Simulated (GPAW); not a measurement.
The Ga K edge of atom 2 in GaAs (F-43m), with 4 As at 2.45 Å (tetrahedral, site symmetry -43m), was computed in 2 ways: full core hole (charged cell) and no core hole. Program and functional: GPAW, PBE, Gaussian full width 1.82 eV up to 4 eV, rising linearly to 3.5 eV at 25 eV; cells of 2 and 8 atoms (the run without a hole in the smaller).

Each run is counted from its own lowest empty level or Fermi level and scaled to a mean of 1 over its first 20 eV.

```tsv
E (eV)	run 1	run 2
-2.0	0.00	0.00
-1.4	0.00	0.00
-0.8	0.01	0.01
-0.2	0.04	0.05
0.4	0.13	0.17
1.0	0.28	0.41
1.6	0.45	0.73
2.2	0.63	1.06
2.8	0.90	1.35
3.4	1.26	1.61
4.0	1.49	1.86
4.6	1.45	1.90
5.2	1.27	1.64
5.8	1.17	1.29
6.4	1.27	1.07
7.0	1.36	1.03
7.6	1.24	1.04
8.2	0.99	0.97
8.8	0.83	0.85
9.4	0.84	0.82
10.0	0.94	0.89
10.6	1.09	1.02
11.2	1.30	1.14
11.8	1.50	1.22
12.4	1.56	1.22
13.0	1.38	1.16
13.6	1.09	1.05
14.2	0.87	0.92
14.8	0.82	0.79
15.4	0.90	0.69
16.0	0.99	0.64
16.6	0.99	0.66
17.2	0.90	0.71
17.8	0.80	0.76
18.4	0.74	0.79
19.0	0.76	0.79
19.6	0.83	0.78
20.2	0.92	0.76
20.8	0.97	0.76
21.4	0.97	0.76
22.0	0.91	0.76
22.6	0.83	0.75
23.2	0.76	0.73
23.8	0.71	0.71
24.4	0.70	0.70
25.0	0.72	0.71
25.6	0.76	0.72
26.2	0.80	0.74
26.8	0.84	0.76
27.4	0.87	0.77
28.0	0.89	0.78
28.6	0.89	0.78
29.2	0.90	0.80
29.8	0.91	0.83
30.4	0.93	0.87
```

Which run is which?

Run 1: no core hole (area from −2 to 6 eV 5.3, main maxima 4.2 eV (1.51), 7.0 eV (1.36), 12.2 eV (1.56) and 16.2 eV (1.00)). Run 2: full core hole (charged cell) (area from −2 to 6 eV 7.1, main maxima 4.4 eV (1.92), 12.2 eV (1.23) and 18.8 eV (0.79)). With each curve scaled to its own mean, the area from −2 to 6 eV with the hole is 7.1 against 5.3, and the centre of weight from −1 to 20 eV moves by -0.8 eV: the hole pulls the absorber's empty states down.

[Banner, clock and machine lines of the logs are left out without a mark of their own.]

[Logs are printed without paths, hosts, clocks, repeated set-up lines and the standing remarks that a program may print on its own settings, such as how far it seeks lower states.]

[Hosts, paths, dates, database ids (printed as entryN), source tags and the programs' standing remarks are cut or masked in the printed files.]

[Lists of maxima count a maximum above −3 eV only where it reaches 4 % of the highest in the window and stands out from its surroundings by 2 % of it (1.5 % where it reaches 55 %); shoulders and weaker maxima are passed over, and of the rest the first, up to two pre-edge ones and the few strongest are named.]
